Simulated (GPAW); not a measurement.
**3d dopants in GaSb: moments across the series**

One cation of GaSb is replaced by one 3d element after another. What moment does each carry?

Calculated with GPAW 26.7.0; PBE; plane waves with GPAW's PAW setups, scalar-relativistic.

## Step 1: The structure

Symmetry: P-42m, No. 111, tetragonal system. Conventional cell: a = 12.192 Å, b = 12.192 Å, c = 6.096 Å, α = 90.00°, β = 90.00°, γ = 90.00°. Ti has 4 Sb at 2.64 Å nearest. Nearest to Sb lie 3 Ga at 2.64 Å and 1 Ti at 2.64 Å. Ga has 4 Sb at 2.64 Å nearest. Nearest to Sb lie 4 Ga at 2.64 Å. Nearest to Ga lie 4 Sb at 2.64 Å. Sb has 4 Ga at 2.64 Å nearest. Model cell: substitutional dopants on the host's lattice, its constants typed without a cited source, atoms not relaxed. Farther neighbours are not listed.

This is the first member shown.

## Step 2: The first member

This run shows input and output; the others differ as the table says.

order1.py

```python
import json
import numpy as np
from ase import Atoms
from ase.parallel import paropen, parprint
from gpaw import GPAW

atoms = Atoms(['Ti', 'Sb', 'Ga', 'Sb', 'Ga', 'Sb', 'Ga', 'Sb', 'Ga', 'Sb', 'Ga', 'Sb', 'Ga', 'Sb', 'Ga', 'Sb', 'Ga', 'Sb', 'Ga', 'Sb', 'Ga', 'Sb', 'Ga', 'Sb', 'Ga', 'Sb', 'Ga', 'Sb', 'Ga', 'Sb', 'Ga', 'Sb'],
    cell=[[12.192, 0.0, 0.0],
         [0.0, 12.192, 0.0],
         [0.0, 0.0, 6.096]],
    scaled_positions=[[0.0, 0.0, 0.0],
         [0.125, 0.125, 0.25],
         [0.0, 0.25, 0.5],
         [0.125, 0.375, 0.75],
         [0.25, 0.0, 0.5],
         [0.375, 0.125, 0.75],
         [0.25, 0.25, 0.0],
         [0.375, 0.375, 0.25],
         [0.0, 0.5, 0.0],
         [0.125, 0.625, 0.25],
         [0.0, 0.75, 0.5],
         [0.125, 0.875, 0.75],
         [0.25, 0.5, 0.5],
         [0.375, 0.625, 0.75],
         [0.25, 0.75, 0.0],
         [0.375, 0.875, 0.25],
         [0.5, 0.0, 0.0],
         [0.625, 0.125, 0.25],
         [0.5, 0.25, 0.5],
         [0.625, 0.375, 0.75],
         [0.75, 0.0, 0.5],
         [0.875, 0.125, 0.75],
         [0.75, 0.25, 0.0],
         [0.875, 0.375, 0.25],
         [0.5, 0.5, 0.0],
         [0.625, 0.625, 0.25],
         [0.5, 0.75, 0.5],
         [0.625, 0.875, 0.75],
         [0.75, 0.5, 0.5],
         [0.875, 0.625, 0.75],
         [0.75, 0.75, 0.0],
         [0.875, 0.875, 0.25]],
    pbc=True,
    magmoms=[1.0, 0.0, 0.0, 0.0, 0.0, 0.0, 0.0, 0.0, 0.0, 0.0, 0.0, 0.0, 0.0, 0.0, 0.0, 0.0, 0.0, 0.0, 0.0, 0.0, 0.0, 0.0, 0.0, 0.0, 0.0, 0.0, 0.0, 0.0, 0.0, 0.0, 0.0, 0.0])
atoms.calc = GPAW(mode={'name': 'pw', 'ecut': 450},
    xc='PBE',
    kpts={'size': (3, 3, 5), 'gamma': True},
    occupations={'name': 'fermi-dirac', 'width': 0.05},
    convergence={'density': 1e-05, 'energy': 1e-05},
    maxiter=200,
    mixer={'name': 'pulay', 'beta': 0.05, 'nmaxold': 6, 'weight': 50},
    symmetry={'tolerance': 1e-4},
    txt='order1.txt')
e = atoms.get_potential_energy(force_consistent=True)
res = {'free_energy': e, 'energy_sigma0': atoms.get_potential_energy(), 'fermi_energy': atoms.calc.get_fermi_level()}
res['moments'] = atoms.get_magnetic_moments().tolist()
res['total'] = atoms.get_magnetic_moment()
parprint('site moments (muB):', np.round(res['moments'], 3))
parprint(f"total moment: {res['total']:.3f} muB")
parprint(f'free energy: {e:.6f} eV')
atoms.calc.write('order1.gpw')
with paropen('results.json', 'w') as f:
    json.dump(res, f)
```

Launch:

```sh
$ OMP_NUM_THREADS=1 mpirun -n 4 gpaw python order1.py > order1.log
```

Numbers of over 12 decimals in the logs are rounded to 6 here.

Output:

```text
site moments (muB): [ 0.642 -0.012  0.007  0.001  0.007  0.001  0.003 -0.001 -0.     0.001
  0.007 -0.012 -0.001 -0.001  0.003  0.001 -0.     0.001 -0.001 -0.001
  0.007 -0.012  0.003  0.001 -0.    -0.001 -0.001  0.001 -0.001  0.001
  0.003 -0.012]
total moment: 0.998 muB
free energy: -124.133649 eV

--- order1.txt ---
Input parameters:
  mode=PW(ecut=450),
  convergence={'density': 1e-05, 'energy': 1e-05},
  kpts=MonkhorstPack(size=(3, 3, 5), gamma=True),
  maxiter=200,
  mixer=Pulay(name='pulay', nmaxold=6, beta=0.05, weight=50, sigma=0.015, g_ss=None),
  occupations=Occupations(name='fermi-dirac', width=0.05),
  symmetry=Symmetry(tolerance=0.0001),
  xc=XC(name='PBE')

Diagonalizing LCAO Hamiltonian
Converting LCAO to pw mode
        .-----------------------------.
       /|                             |
      / |                             |
     /  |  Sb             Sb          |
    /   |        Sb             Sb    |
   /  Ga|            Ga               |
  /    Sb         Sb  Sb         Sb   |
 *      .---Ga-------------Ga---------.
 |     / Sb  Sb         Sb  Sb       /
 | Ga /       Ga  Ga         Ga     /
 |   Ga Ga     Sb   Ga Ga     Sb   /
 |  / Sb             Sb           /
 | /      Ga             Ga      /
 |/                             /
 Ti-------------Ga-------------*

Atoms  # Å, Bohr magnetons
|    | symbol |         x |         y |        z |    initial magnetic moments |
|----|--------|-----------|-----------|----------|-----------------------------|
|  0 |     Ti |  0.000000 |  0.000000 | 0.000000 | ( 0.0000,  0.0000,  1.0000) |
[...]
Zero:              3.276547
  External:          0.000000
  Xc:             -155.422270
  Entropy:          -0.041548
  Spinorbit:         0.000000
  ----------------------------
  Free energy:    -124.133649
  Extrapolated:   -124.112875

dipole moment: (-132.222608, -132.222608, -128.526248)  # |e|*Ang

Total magnetic moment: (0.000000, 0.000000, 0.998043)

Local magnetic moments
|        x |        y |         z |
|----------|----------|-----------|
| 0.000000 | 0.000000 |  0.641942 |  # Ti   0
| 0.000000 | 0.000000 | -0.012409 |  # Sb   1
| 0.000000 | 0.000000 |  0.007276 |  # Ga   2
| 0.000000 | 0.000000 |  0.000647 |  # Sb   3
| 0.000000 | 0.000000 |  0.007276 |  # Ga   4
[...]
| 0.000000 | 0.000000 | -0.000529 |  # Ga  28
| 0.000000 | 0.000000 |  0.000647 |  # Sb  29
| 0.000000 | 0.000000 |  0.002889 |  # Ga  30
| 0.000000 | 0.000000 | -0.012409 |  # Sb  31

Fermi level: 5.176
Eigenvalues  # (at kpt = [0.000, 0.000, 0.000])
| band index |      eig [eV] | occ [0-1] |      eig [eV] | occ [0-1] |
|------------|---------------|-----------|---------------|-----------|
|          0 |       -52.288 |     1.000 |       -51.579 |     1.000 |
|        ... |               |           |               |           |
|        141 |         3.640 |     1.000 |         3.705 |     1.000 |
|        142 |         3.784 |     1.000 |         3.788 |     1.000 |
|        143 |         3.784 |     1.000 |         3.828 |     1.000 |
|        144 |         3.790 |     1.000 |         3.828 |     1.000 |
[...]
|        154 |         6.077 |     0.000 |         6.145 |     0.000 |
|        155 |         6.132 |     0.000 |         6.178 |     0.000 |
|        156 |         6.278 |     0.000 |         6.287 |     0.000 |
|        ... |               |           |               |           |
|        182 |         9.677 |     0.000 |         9.680 |     0.000 |

No gap
No difference between direct/indirect transitions

[key lines of the parts left out:]
Converged in 26 steps
```

Elapsed: 22 min, on 4 MPI ranks of Arm Neoverse V1, shared host; peak memory 3.4 GiB.

After 26 cycles the largest moment stands at 0.642 μB.

## Step 3: The series

All use a 3×3×5 mesh. Each dopant starts with a moment; a run without spin polarisation gives the energy that the moment gains.

| dopant | moment in its sphere (μB) | net moment (μB a cell) | largest moment elsewhere (μB) | gain by spin polarisation (meV) |
| --- | --- | --- | --- | --- |
| Ti | +0.64 | 1.00 | -0.01 | 88 |
| V | +1.87 | 2.00 | -0.04 | 667 |
| Cr | +3.03 | 3.01 | -0.07 | 1102 |
| Mn | +3.71 | 4.08 | -0.03 | 1367 |
| Fe | +3.03 | 4.06 | +0.02 | 748 |
| Cu | +0.00 | 0.00 | +0.00 | -0 |

## Step 4: What came out

| Item | Value |
| --- | --- |
| largest net moment | 4.08 μB (Mn) |
| within 0.02 of a whole number of μB | Ti 1.00, V 2.00, Cr 3.01 |
| no settled moment | Cu |

**Reading.** The net moment is largest for Mn, 4.08 μB, and vanishes or is a mere residue for Cu. Ti, V and Cr give a whole number of μB, as a fixed count of unpaired electrons does. Each dopant had one start, so another spin state can lie lower; in so small a cell the dopant levels widen into bands, and with the smearing this can quench a moment. The atoms were not relaxed, which can shift moments and couplings. Trends hold for the rows shown; the series may have further members. Spin–orbit coupling is left out.

[Logs and program files are shortened in this print: banners, set-up blocks, solver, clock and traceback lines can be left out without a mark of their own.]

[Logs are printed without paths, hosts, clocks, repeated set-up lines and the standing remarks that a program may print on its own settings, such as how far it seeks lower states.]

[Hosts, paths, dates, database ids (printed as entryN), source tags and the programs' standing remarks are cut or masked in the printed files.]

[Where a cell is said to come from a database of computed structures, the database is the Materials Project.]
